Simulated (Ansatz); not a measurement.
# Two-dimensional strain map in ZnO

These are results of DFT PBEsol, scalar-relativistic, plane waves, PAW in Ansatz 0.2.0, not measurements. The runs took a 420 eV cutoff, a Γ-centred 9×9×6 mesh and Gaussian smearing (0.05 eV). No spin polarisation. Energies are free energies at this smearing, counted from the undisturbed cell; pressure is positive in compression.

Zero of the scan (as given, not relaxed at this level; it stands at -1.4 GPa):

```xyz
4
Lattice="3.2494 0.0000 0.0000 -1.6247 2.8141 0.0000 0.0000 0.0000 5.2038" Properties=species:S:1:pos:R:3 pbc="T T T"
Zn    0.0000    1.8760    0.0000
Zn    1.6247    0.9380    2.6019
O     0.0000    1.8760    1.9884
O     1.6247    0.9380    4.5903
```

The cell is strained by p along both x and y and by q along z, fractional coordinates fixed. Points are written (p, q).

Energy above the undisturbed cell in meV/atom (a dash: not computed):

| p \ q | -0.050 | -0.025 | 0.000 | 0.025 | 0.050 |
| --- | --- | --- | --- | --- | --- |
| -0.050 | 123.5 | ? | ? | 61.1 | 66.6 |
| -0.025 | 52.7 | 23.9 | 12.1 | – | 26.1 |
| 0.000 | ? | 4.8 | 0.0 | 8.0 | 26.1 |
| 0.025 | 33.7 | – | 21.0 | – | ? |
| 0.050 | 68.2 | 60.4 | 67.6 | 86.5 | 114.4 |

**Question.** Fill in the withheld energies.

**Answer.** (-0.050, -0.025): 86.2; (-0.050, 0.000): 66.7; (0.000, -0.050): 25.9; (0.025, 0.050): 57.9.